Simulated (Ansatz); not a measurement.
## GaN: the gap under strain, fitted and tested

Plane-wave DFT in Ansatz, PBE, scalar-relativistic PAW potentials, cutoff 420 eV, no spin-orbit coupling; no spin polarisation. GaN in space group F-43m, which needn't be the usual phase of this composition. Biaxial strain in the a-b plane; c and atoms relaxed (conventional cell); Kohn–Sham gaps sought over the whole zone.

```csv
strain (%),space group,gap (eV)
-4.5,I-4m2,1.658
-3.0,I-4m2,1.625
-1.5,I-4m2,1.585
+0.0,F-43m,1.541
+1.5,I-4m2,1.362
+3.0,I-4m2,?
+4.5,I-4m2,1.035
```

Question: Fit the given gaps and predict the missing one.

Answer: Next to zero the slopes are -29 meV per % on the compressed side and -119 on the stretched side. The slope drops at zero, where the strain lowers the symmetry and can split a degenerate edge, with another member setting the gap on each side, so only the side of the missing row is fitted, by a line: E_g = 1.537 -0.1120 ε eV (ε in %; scatter 5 meV). At +3.0 % this gives 1.201 eV; the run gave 1.194 eV, 7 meV away. The fit holds.

Cost: about 1.2 core-minutes for the runs cited, on AMD EPYC 9R45 (Zen 5) (shared hosts).